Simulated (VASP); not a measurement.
Runs of VASP 6.6.1 on Mg. The structure is hexagonal, space group P6_3/mmc (No. 194). The conventional cell has a = 3.209 Å, b = 3.209 Å, c = 5.210 Å, α = 90.00°, β = 90.00°, γ = 120.00°. Mg (site symmetry -6m2) is surrounded by 12 Mg at 3.20 to 3.21 Å. 

```tsv
task	level	potentials or basis	cell	cutoff (eV)	smearing	gap on the mesh (eV)	pressure (GPa)	relaxed volume (Å³/atom)
relaxation of cell and atoms	PBE+rVV10	VASP PAW PBE potentials, release 64 (Mg)	relaxed	600	fermi-dirac 0.05 eV	none	0.0	(b)
relaxation of cell and atoms	PBE+D3(BJ)	VASP PAW PBE potentials, release 64 (Mg)	relaxed	600	fermi-dirac 0.05 eV	none	0.0	(c)
single point	PBE	VASP PAW PBE potentials, release 64 (Mg)	as given	520	gaussian 0.011 eV	none	-0.6	-
relaxation of cell and atoms	PBE	VASP PAW PBE potentials, release 64 (Mg)	relaxed	600	fermi-dirac 0.05 eV	none	0.0	22.93
band structure	RPBE	VASP PAW PBE potentials, release 64 (Mg)	as given	520	fermi-dirac 0.05 eV	-	0.6	-
band structure	PBEsol	VASP PAW PBE potentials, release 64 (Mg)	as given	520	fermi-dirac 0.05 eV	-	-1.1	-
relaxation of cell and atoms	revPBE	VASP PAW PBE potentials, release 64 (Mg)	relaxed	600	fermi-dirac 0.05 eV	none	0.0	23.52
relaxation of cell and atoms	PBE+TS	VASP PAW PBE potentials, release 64 (Mg)	relaxed	600	fermi-dirac 0.05 eV	none	0.0	20.45
single point	PBE	VASP PAW PBE potentials, release 64 (Mg)	as given	520	gaussian 0.019 eV	none	-0.6	-
relaxation of cell and atoms	LDA	VASP PAW LDA potentials, release 64 (Mg)	relaxed	600	fermi-dirac 0.05 eV	none	0.1	21.43
relaxation of cell and atoms	PBE+D4	VASP PAW PBE potentials, release 64 (Mg)	relaxed	600	fermi-dirac 0.05 eV	none	0.0	(a)
```

Alike in all rows: no spin polarisation; k mesh 10 × 10 × 5.

Fill in the values left out.

(a) 23.24; (b) 22.79; (c) 21.72.

Caveats: pairwise dispersion overbinds metals, which lowers pressure and volume (some runs); the PAW data sets were made with another functional, which shifts forces and pressure a little (some runs); atom-pairwise D2, TS and ULG terms overbind metals (some runs); the volume moved by -12 % from the deposited cell, more than functionals usually miss (some runs).

A gap of «none» marks a metal or a gap under the smearing width.
